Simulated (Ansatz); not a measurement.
Si7Ge: random displacements

The calculation used DFT r2SCAN, scalar-relativistic, plane waves, PAW (Ansatz). The runs took a 500 eV cutoff, a Γ-centred 6×6×6 mesh and Gaussian smearing (0.05 eV). No spin polarisation. Energies are free energies at this smearing, counted from the undisturbed cell; pressure is positive in compression.

The starting cell (relaxed at this level; it needn't be the usual structure):

```
CELL_PARAMETERS angstrom
5.46797 0.00000 0.00000
0.00000 5.46797 0.00000
0.00000 0.00000 5.46797
ATOMIC_POSITIONS crystal
Si 0.25243 0.25243 0.25243
Si 0.00000 0.50000 0.50000
Si 0.50000 0.50000 0.00000
Si 0.50000 0.00000 0.50000
Si 0.74757 0.25243 0.74757
Si 0.74757 0.74757 0.25243
Si 0.25243 0.74757 0.74757
Ge 0.00000 0.00000 0.00000
```

The atoms are displaced (Å, in the unstrained cell):

| atom | ux | uy | uz |
| --- | --- | --- | --- |
| Si1 | 0.050 | 0.102 | -0.033 |
| Si2 | 0.018 | 0.005 | -0.249 |
| Si3 | 0.030 | -0.071 | 0.127 |
| Si4 | -0.088 | -0.048 | -0.201 |
| Si5 | 0.006 | -0.336 | 0.242 |
| Si6 | 0.118 | -0.124 | 0.058 |
| Si7 | 0.060 | 0.324 | 0.136 |
| Ge8 | -0.193 | 0.149 | -0.079 |

The cell is not strained.

What are the energy change, the stress and the forces?

ΔE = 739.9 meV/atom; stress (xx, yy, zz, yz, xz, xy; compression positive) (13.46, 7.06, 9.17, -10.43, 7.83, -11.23) GPa.
```csv
atom,Fx (eV/Å),Fy,Fz
Si1,-1.40,-1.63,-0.08
Si2,1.90,-1.36,5.48
Si3,1.09,1.64,-2.60
Si4,1.35,-0.19,1.77
Si5,-9.79,8.77,-10.22
Si6,-2.75,2.74,-2.28
Si7,-0.17,-2.76,-0.99
Ge8,9.76,-7.20,8.92
```

Cost: 1 run of about 1.2 core-minutes, on Oxide Virtual Turin-like Processor (Zen 5) (shared hosts).